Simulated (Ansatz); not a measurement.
**MgSe: band structure with PBE**

Crystal: MgSe.

```
CELL_PARAMETERS angstrom
0.00000 2.72550 2.72550
2.72550 0.00000 2.72550
2.72550 2.72550 0.00000
ATOMIC_POSITIONS crystal
Se 0.50000 0.50000 0.50000
Mg 0.00000 0.00000 0.00000
```

| Property | Result |
| --- | --- |
| Program | Ansatz 0.2.0 |
| Task | band structure |
| Functional | PBE |
| Potentials or basis | JTH PAW |
| Cutoff | 900 eV (not typed: the program's choice for these potentials) |
| k mesh | 8 × 8 × 8 |
| Occupations | fermi-dirac, width 0.05 eV |
| Spin | no spin polarisation |
| Path | [["G", "X", "W", "K", "G", "L", "U", "W", "L", "K"], ["U", "X"]] |
| Points for each segment of the path | 14 |

- Pressure: 2.1 GPa
- Band gap on the k mesh: 1.80 eV, indirect (least direct gap 2.60 eV)
- Band gap along the path: 1.80 eV, indirect (least direct gap 2.60 eV)

Levels at the corners of the path, in eV from the valence-band top:
```csv
point,band 5,band 6,band 7,band 8,band 9,band 10,band 11,band 12
Γ,-12.94,0.00,0.00,0.00,2.60,7.43,7.43,7.43
X,-11.50,-4.26,-1.78,-1.78,1.80,3.95,11.76,12.25
W,-11.46,-3.31,-3.31,-2.55,4.55,7.01,7.59,7.59
K,-11.50,-3.77,-3.34,-1.43,3.04,6.29,8.98,9.87
Γ,-12.94,0.00,0.00,0.00,2.60,7.43,7.43,7.43
L,-11.82,-4.95,-0.58,-0.58,3.82,6.11,6.11,8.70
U,-11.50,-3.77,-3.34,-1.43,3.04,6.29,8.98,9.87
W,-11.46,-3.31,-3.31,-2.55,4.55,7.01,7.59,7.59
L,-11.82,-4.95,-0.58,-0.58,3.82,6.11,6.11,8.70
K,-11.50,-3.77,-3.34,-1.43,3.04,6.29,8.98,9.87
U,-11.50,-3.77,-3.34,-1.43,3.04,6.29,8.98,9.87
X,-11.50,-4.26,-1.78,-1.78,1.80,3.95,11.76,12.25
```

Run time: 1 s on 2 threads of AMD EPYC 9R45 96-Core Processor (Zen 5), on a shared host, peak memory 0.48 GiB.

As with any semilocal functional, this PBE gap is likely too small.
